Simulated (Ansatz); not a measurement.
Write the native input for Ansatz 0.2.0 that does the following.

```yaml
Task: single point
Functional: HSE06 form with a typed share of exact exchange
Potentials_or_basis: Ansatz PAW
Cutoff: "420 eV (not typed: the program's choice for these potentials)"
k_mesh: 5 × 5 × 5
Occupations: fermi-dirac, width 0.05 eV
Spin: no spin polarisation
Screening_1/Å: 0.2
Share_of_exact_exchange: 0.3
```

As:

```
As
1.0
     2.70368    0.00000    0.00000
     0.00000    2.70368    0.00000
     0.00000    0.00000    2.70368
As
1
Cartesian
  1.3518 1.3518 1.3518
```

This isn't the form of As at room conditions, which is rhombohedral.

One way to write it, as run:

input.yaml

```yaml
crystal:
  lattice:
    - [2.7036817444, 0.0, 0.0]
    - [0.0, 2.7036817444, 0.0]
    - [0.0, 0.0, 2.7036817444]
  atoms:
    - { symbol: As, position: [0.5, 0.5, 0.5] }
hamiltonian:
  xc: { exchange: pbe, correlation: pbe, exx: { coeff: 0.3, omega: 0.2 } }
  pseudopotentials: { kind: paw }
kpoints:
  mp_grid: { grid: [5, 5, 5] }
scf:
  occupations: { method: fermi_dirac, width: 0.05 }
output:
  forces: true
  stress: true
  eigenvalues: true
  write_density: true
  write_potential: true
  elf: true
  volumetric_format: npy
```

Potentials or basis: Ansatz PAW.

Launch:

```sh
$ ansatz run input.yaml --threads 2 --pin off --max-ram 5632MiB --backend cpu --events-out ev --progress --plain --runs-dir out
```

It gave:

```yaml
Pressure: -1.5 GPa
Band_gap_on_the_k_mesh: none (metal or under the smearing width)
```

Caveat: the k mesh is coarse (spacing up to 0.46 Å⁻¹), so the values aren't converged, least of all with exact exchange; the PAW data sets come from PBE, with cores solved anew for the run's functional, which leaves a small shift of forces and pressure; the thresholds are loose for stress.

Run time: 9.7 s on 2 threads of Intel(R) Xeon(R) Platinum 8259CL CPU @ 2.50GHz (Skylake/Cascade Lake), on a shared host, peak memory 0.57 GiB.
